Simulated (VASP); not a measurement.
# Sb (Im-3m) in VASP: notebook

One crystal, Sb, is run at these levels: PBE; tasks: single point.

All numbers are computed with VASP 6.6.1; they aren't measurements. Logs are shortened: lines on timing, memory, paths and dates and some standing lists are left out, and cuts for length are marked.

## 1. Starting point

Symmetry: Im-3m, No. 229, cubic system. Conventional cell: a = 3.743 Å, b = 3.743 Å, c = 3.743 Å, α = 90.00°, β = 90.00°, γ = 90.00°. Sb (site symmetry m-3m) has 8 Sb at 3.24 Å as nearest neighbours.

This isn't the form of Sb at room conditions, which is rhombohedral.

## 2. Single point, PBE

The input, INCAR:

```
SYSTEM = Sb
PREC = Accurate
ENCUT = 450
EDIFF = 1E-4
ISMEAR = 0
SIGMA = 0.05
LREAL = .False.
LASPH = .True.
NELM = 100
ALGO = Normal
ISIF = 2
LWAVE = .False.
LCHARG = .False.
GGA = PE
ADDGRID = .False.
```

The input, KPOINTS:

```
Automatic mesh
0
Gamma
  5 5 5
  0 0 0
```

The input, POSCAR:

```
Sb
1.0
   -1.8713408863      1.8713408863      1.8713408863
    1.8713408863     -1.8713408863      1.8713408863
    1.8713408863      1.8713408863     -1.8713408863
Sb
1
Direct
    0.0000000000      0.0000000000      0.0000000000
```

Potentials or basis: VASP PAW PBE potentials, release 64 (Sb).

Run with:

```bash
> cat potpaw_PBE.64/Sb/POTCAR > POTCAR
> mpirun -np 1 vasp_std > vasp.out
```

OUTCAR:

```text
SYSTEM = Sb
   PREC = Accurate
   ENCUT = 450
   EDIFF = 1E-4
   ISMEAR = 0
   LREAL = .False.
   LASPH = .True.
   NELM = 100
   ISIF = 2
   GGA = PE

 Found     10 irreducible k-points:

 Following reciprocal coordinates:
            Coordinates               Weight
  0.000000  0.000000  0.000000      1.000000
  0.200000  0.000000  0.000000     12.000000
  0.400000  0.000000  0.000000     12.000000
  0.200000  0.200000  0.000000     24.000000
  0.400000  0.200000  0.000000     24.000000
  0.200000  0.200000  0.200000      8.000000
   k-points           NKPTS =     10   k-points in BZ     NKDIM =     10   number of bands    NBANDS=      6
   number of dos      NEDOS =    301   number of ions     NIONS =      1
   total plane-waves  NPLWV =  13824
   dimension x,y,z NGX =    24 NGY =   24 NGZ =   24
   dimension x,y,z NGXF=    48 NGYF=   48 NGZF=   48
   ions per type =               1
   NGX,Y,Z   is equivalent  to a cutoff of  12.31, 12.31, 12.31 a.u.
   NGXF,Y,Z  is equivalent  to a cutoff of  24.62, 24.62, 24.62 a.u.
 SYSTEM =  Sb
   PREC   = accura    normal or accurate (medium, high low for compatibility)
   ISTART =      0    job   : 0-new  1-cont  2-samecut
   ICHARG =      2    charge: 1-file 2-atom 10-const
   ISPIN  =      1    spin polarized calculation?
   LNONCOLLINEAR =      F non collinear calculations
   LSORBIT =      F    spin-orbit coupling
   LASPH  =      T    aspherical Exc in radial PAW
   ENCUT  =  450.0 eV  33.07 Ry    5.75 a.u.   5.61  5.61  5.61*2*pi/ulx,y,z
   NELM   =    100;   NELMIN=  2; NELMDL= -5     # of ELM steps
   EDIFF  = 0.1E-03   stopping-criterion for ELM
   LREAL  =      F    real-space projection
   EDIFFG = 0.1E-02   stopping-criterion for IOM
   NSW    =      0    number of steps for IOM
   IBRION =     -1    ionic relax: 0-MD 1-quasi-New 2-CG
   NFREE  =      0    steps in history (QN), initial steepest desc. (CG)
   ISIF   =      2    stress and relaxation
   ISYM   =      2    0-nonsym 1-usesym 2-fastsym
   POTIM  = 0.5000    time-step for ionic-motion
   TEBEG  =    0.0;   TEEND  =   0.0 temperature during run
   PSTRESS=    0.0 pullay stress
   NELECT =       5.0000    total number of electrons
   NUPDOWN=      -1.0000    fix difference up-down
   EMIN   =  10.00;   EMAX   =-10.00  energy-range for DOS
   EFERMI =   0.00;   METHOD = LEGACY
   ISMEAR =     0;   SIGMA  =   0.05  broadening in eV -4-tet -1-fermi 0-gaus
   EFERMI_NEDOS =   21; number of points for ismear=-14 and -15
   IALGO  =     38    algorithm
   IMIX   =      4    mixing-type and parameters
     AMIX     =   0.40;   BMIX     =  1.00
     AMIX_MAG =   1.60;   BMIX_MAG =  1.00
  volume/ion in A,a.u.               =      26.21       176.89
  Fermi-wavevector in a.u.,A,eV,Ry     =   0.942378  1.780837 12.083018  0.888077
  Thomas-Fermi vector in A             =   2.069982
   LORBIT       =      0    0 simple, 1 ext, 2 COOP (PROOUT), +10 PAW based schemes
   GGA     = PE    functional components
   LHFCALC =     F    Hartree Fock is set to
   AEXX    =    0.0000 exact exchange contribution
   IVDW    =     0    specifies the selected vdW correction
   LEPSILON=     F    determine dielectric tensor
   LRPA    =     F    only Hartree local field effects (RPA)
 non-spin polarized calculation
 Gauss-broadening in eV      SIGMA  =   0.05
  energy-cutoff  :      450.00
  volume of cell :       26.21
 maximum number of plane-waves:       578
 NGX is ok and might be reduce to    24
   NGX = 11   NGY = 11   NGZ = 11

 number of electron       4.9999999 magnetization

 Free energy of the ion-electron system (eV)
  ---------------------------------------------------
  ext. energy  EPLUGINS =         0.00000000
  ---------------------------------------------------
  free energy    TOTEN  =        -3.86215560 eV

  energy without entropy =       -3.85205810  energy(sigma->0) =       -3.85710685

 E-fermi :   8.9108     XC(G=0): -10.3536

 val. band max:        8.9033074374   @ k =   0.2000   0.2000   0.0000
 cond. band min:       8.9281585842   @ k =  -0.4000   0.4000   0.2000
 fundamental gap:      0.0248511468
 Fermi energy:         8.9108092843

 k-point     1 :       0.0000    0.0000    0.0000
  band No.  band energies     occupation
      1      -4.2603      2.00000
      2      14.4923      0.00000
      3      14.4923      0.00000
      4      14.4923      0.00000
      5      19.4392      0.00000
      6      19.4392      0.00000

 k-point     2 :       0.2000    0.0000    0.0000
  band No.  band energies     occupation
      1      -3.4055      2.00000
      2       9.9801      0.00000
      3      12.5848      0.00000
      4      13.8018      0.00000
      5      16.9584      0.00000
      6      17.2426      0.00000

 k-point     3 :       0.4000    0.0000    0.0000
  band No.  band energies     occupation
      1      -1.0122      2.00000
      2       4.4100      2.00000
      3      10.7867      0.00000
      4      12.7811      0.00000
      5      15.4861      0.00000
      6      15.9162      0.00000

 k-point     4 :       0.2000    0.2000    0.0000
  band No.  band energies     occupation
      1      -1.7527      2.00000
      2       6.7968      2.00000
      3       8.9033      1.16804
      4      12.0983      0.00000
      5      17.1443      0.00000
      6      18.1229      0.00000

 k-point     5 :       0.4000    0.2000    0.0000
  band No.  band energies     occupation
      1       0.3930      2.00000
      2       3.7310      2.00000
      3       7.3255      2.00000
      4      11.4252      0.00000
      5      16.8649      0.00000
      6      19.6094      0.00000

 k-point     6 :       0.2000    0.2000    0.2000
  band No.  band energies     occupation
      1       0.2659      2.00000
      2       5.0414      2.00000
      3       7.3647      2.00000
      4       7.3647      2.00000
      5      21.9776      0.00000
      6      21.9776      0.00000

 [... further k-points ...]

------------------------ aborting loop because EDIFF is reached ----------------------------------------

  FORCE on cell =-STRESS in cart. coord.  units (eV):
  Direction    XX          YY          ZZ          XY          YZ          ZX
  --------------------------------------------------------------------------------------
  -------------------------------------------------------------------------------------
  Total        0.1744860      0.1744860      0.1744860      0.0000000      0.0000000     -0.0000000
  in kB       10.6647956     10.6647956     10.6647956      0.0000000      0.0000000     -0.0000000
  external PRESSURE =      10.6647956 kB  Pullay stress =       0.0000000 kB

 VOLUME and BASIS-vectors are now :
 -----------------------------------------------------------------------------
  energy-cutoff  :      450.00
  volume of cell :       26.21
      direct lattice vectors                 reciprocal lattice vectors
    -1.871340886  1.871340886  1.871340886     0.000000000  0.267188092  0.267188092
     1.871340886 -1.871340886  1.871340886     0.267188092  0.000000000  0.267188092
     1.871340886  1.871340886 -1.871340886     0.267188092  0.267188092  0.000000000

 POSITION                                       TOTAL-FORCE (eV/Angst)
 -----------------------------------------------------------------------------------
      0.00000      0.00000      0.00000         0.000000      0.000000      0.000000
 -----------------------------------------------------------------------------------
    total drift:                               -0.000000      0.000000      0.000000

  FREE ENERGIE OF THE ION-ELECTRON SYSTEM (eV)
  ---------------------------------------------------
  free  energy   TOTEN  =        -3.8621555953 eV

  energy  without entropy=       -3.8520580997  energy(sigma->0) =       -3.85710685
```

Run time: 3.2 s. Hardware: 1 thread of AMD EPYC 7R43 (Zen 3), shared host; peak memory 0.09 GiB.

The run converged, but some of its settings lie outside the range that counts as converged, so its numbers aren't taken as properties of the crystal.

What came out:

| Property | Result |
| --- | --- |
| Free energy | -3.8622 eV |
| Pressure | 1.1 GPa |
| Band gap on the k mesh | none (metal or under the smearing width) |

Caveat: the k mesh is coarse (spacing up to 0.47 Å⁻¹), so the values aren't converged.

## 3. Single point, PBE

INCAR is that of step 2.

KPOINTS is that of step 2.

The input, POSCAR:

```
Sb
1.0
   -1.8488020000      1.8498240000      1.9110830000
    1.8778730000     -1.8297390000      1.9200690000
    1.8451380000      1.8260750000     -1.8909980000
Sb
1
Direct
   -0.0010080000      0.0132760000      0.0062290000
```

Potentials or basis: VASP PAW PBE potentials, release 64 (Sb).

Run with:

```bash
> cat potpaw_PBE.64/Sb/POTCAR > POTCAR
> mpirun -np 1 vasp_std > vasp.out
```

It took 8 s on 1 thread of AMD EPYC 7R43 (Zen 3), shared host; peak memory 0.1 GiB.

These settings aren't checked as converged: the numbers below hold their error.

What came out:

```yaml
Free_energy: -3.8928 eV
Pressure: 1.0 GPa
Band_gap_on_the_k_mesh: none (metal or under the smearing width)
```

Caveat: the k mesh is coarse (spacing up to 0.48 Å⁻¹), so the values aren't converged.

(Continued in part 2 of 2.)
